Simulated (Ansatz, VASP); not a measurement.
# AlNi in VASP and in Ansatz

```xyz
2
Lattice="2.8810 0.0000 0.0000 0.0000 2.8810 0.0000 0.0000 0.0000 2.8810" Properties=species:S:1:pos:R:3 pbc="T T T"
Ni    1.4405    1.4405    1.4405
Al    0.0000    0.0000    0.0000
```

Alike in both runs: task single point; functional PBE; k mesh 9 × 9 × 9; occupations fermi-dirac, width 0.05 eV; collinear spin, ferromagnetic start.

|  | VASP | Ansatz |
| --- | --- | --- |
| version | VASP 6.6.1 | Ansatz 0.2.0 |
| potentials or method | VASP PAW PBE potentials, release 64 (Ni, Al) | Ansatz PAW |
| plane-wave cutoff (eV) | 520 | 420 |
| valence electrons in the cell | 13 | 21 |

```csv
,VASP,Ansatz,Ansatz less VASP
gap on the k mesh at the Fermi level (eV),none,none,-
pressure (GPa),1.9,2.0,+0.02
net moment per atom (μB),0.00,0.00,0.000
```

A gap of «none» marks a metal or a gap that the smearing closes. The two sets of potentials don't hold the same shells in valence.

Caveats: the starting moments weren't kept (Ansatz).
